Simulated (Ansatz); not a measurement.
MoS2:

```
Mo S
1.0
     1.58000    0.91221    6.15000
    -1.58000    0.91221    6.15000
     0.00000   -1.82443    6.15000
Mo S
1 2
Direct
  0.00000 0.00000 0.00000
  0.41700 0.41700 0.41700
  0.25000 0.25000 0.25000
```

Measurements of this composition are mostly on another form, of space group No. 194.

Base run:

```yaml
Program: Ansatz 0.2.0
Functional: PBEsol
Potentials_or_basis: all-electron LAPW, scalar-relativistic
Cutoff: 246 eV
Density_cutoff: 983 eV
Basis_error_allowed: 0.002 eV/atom
k_mesh: 6 × 6 × 6
Occupations: fermi-dirac, width 0.03 eV
Spin: no spin polarisation
```

Its results: band gap on the k mesh 0.90 eV, indirect (least direct gap 1.71 eV); pressure 0.4 GPa; largest force 0.266 eV/Å.

Question: After a change of settings the same cell gave: band gap on the k mesh 0.93 eV, indirect (least direct gap 1.71 eV); pressure 5.4 GPa; largest force 0.528 eV/Å. Which change was it?
A. k mesh from 6 × 6 × 6 to 10 × 10 × 10; occupations from fermi-dirac, width 0.03 eV to fermi-dirac, width 0.05 eV
B. functional from PBEsol to PBE
C. k mesh from 6 × 6 × 6 to 8 × 8 × 8; occupations from fermi-dirac, width 0.03 eV to fermi-dirac, width 0.05 eV

Answer: B.

PBE binds less tightly than PBEsol, so the same cell stands under more pressure.

Not every run made on this cell is shown here.
